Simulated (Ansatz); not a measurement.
Cubic perovskite LaAlO₃ (cubic high-temperature phase), treated with LDA (PAW; Ansatz, a quantum-chemistry and plane-wave program).

Run with plane-wave cutoff 520 eV, 10×10×10 k mesh, Fermi–Dirac smearing 0.01 eV, scalar-relativistic PAW data made under PBE.

The volume scan:

```tsv
V (Å³/atom)	E − E_lowest (meV/atom)
9.822	29.11
10.031	12.46
10.240	3.00
10.449	0.00
10.658	2.83
10.867	10.90
11.076	23.70
```

### Question
What bulk modulus B0 and pressure derivative B′ does a third-order Birch–Murnaghan fit give?

### Answer
V0 = 10.448 Å³/atom, B0 = 223 GPa, B′ = 4.2 (fit to the energies at full precision).

Measured, for comparison: bulk modulus 215 ± 4 GPa (room temperature, no zero-point or thermal correction, cubic phase above 14 GPa, extrapolated to zero pressure; as tabulated in Guennou et al. (2011), arXiv:1105.1276). Computed (rounded) less measured: bulk modulus +4 %. A static lattice is as a rule a little smaller and stiffer than an uncorrected measurement, which can account for part of this.

Note: the relaxation could not lower the start's symmetry, so the cell can be a saddle point above a distorted one.

Spin–orbit coupling is not included.

Computed values are for the static lattice.

Cost on a shared machine: very roughly 60 core-seconds.
